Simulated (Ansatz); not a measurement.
# Te2Mo: band structure with LDA

Slab: Te2Mo, a slab with vacuum.

```
Te Mo
1.0
     3.56039    0.00000    0.00000
    -1.78020    3.08339    0.00000
     0.00000    0.00000   24.81126
Te Mo
4 2
Cartesian
  0.0000 2.0556 5.5488
  1.7802 1.0278 22.8420
  1.7802 1.0278 19.2625
  0.0000 2.0556 1.9693
  1.7802 1.0278 3.7599
  0.0000 2.0556 21.0513
```

```
Program                             : Ansatz 0.2.0
Task                                : band structure
Functional                          : LDA
Potentials or basis                 : Ansatz PAW
Cutoff                              : 420 eV (not typed: the program's choice for these potentials)
k mesh                              : 9 × 9 × 2
Occupations                         : fermi-dirac, width 0.05 eV
Spin                                : no spin polarisation
Path                                : [["G", "M", "K", "G", "A", "L", "H", "A"], ["L", "M"], ["K", "H"]]
Points for each segment of the path : 14
```

```
Largest force           : 0.412 eV/Å
Band gap on the k mesh  : 1.02 eV, direct
Band gap along the path : 1.02 eV, direct
```

Forces in eV/Å, atoms in the order of the input:
```
Te   0.000  0.000 -0.412
Te   0.000  0.000 -0.309
Te   0.000  0.000  0.412
Te   0.000  0.000  0.309
Mo   0.000  0.000 -0.007
Mo   0.000  0.000  0.007
```

Stress tensor (GPa, compression positive):
```
-2.88  0.00  0.00
 0.00 -2.88  0.00
 0.00  0.00 -2.01
```

Levels at the corners of the path, in eV from the valence-band top:
```tsv
point	band 44	band 45	band 46	band 47	band 48	band 49
Γ	-0.91	-0.51	-0.11	3.01	3.01	3.03
M	-0.72	-0.39	-0.34	1.36	1.37	1.66
K	-1.67	-0.05	0.00	1.02	1.02	1.78
Γ	-0.91	-0.51	-0.11	3.01	3.01	3.03
A	-0.91	-0.51	-0.11	3.01	3.01	3.03
L	-0.72	-0.39	-0.34	1.36	1.37	1.66
H	-1.67	-0.05	0.00	1.02	1.02	1.78
A	-0.91	-0.51	-0.11	3.01	3.01	3.03
L	-0.72	-0.39	-0.34	1.36	1.37	1.66
M	-0.72	-0.39	-0.34	1.36	1.37	1.66
K	-1.67	-0.05	0.00	1.02	1.02	1.78
H	-1.67	-0.05	0.00	1.02	1.02	1.78
```

It took 120 s on 2 threads of Intel(R) Xeon(R) Processor @ 2.50GHz (Skylake/Cascade Lake), on a shared host, peak memory 1.2 GiB.

Caveat: spin-orbit coupling is left out, which moves the levels of the heavy elements; the PAW data sets come from PBE, with cores solved anew for the run's functional, which leaves a small shift of forces and pressure. Expect the measured gap to be larger: semilocal functionals such as LDA lack the derivative discontinuity.
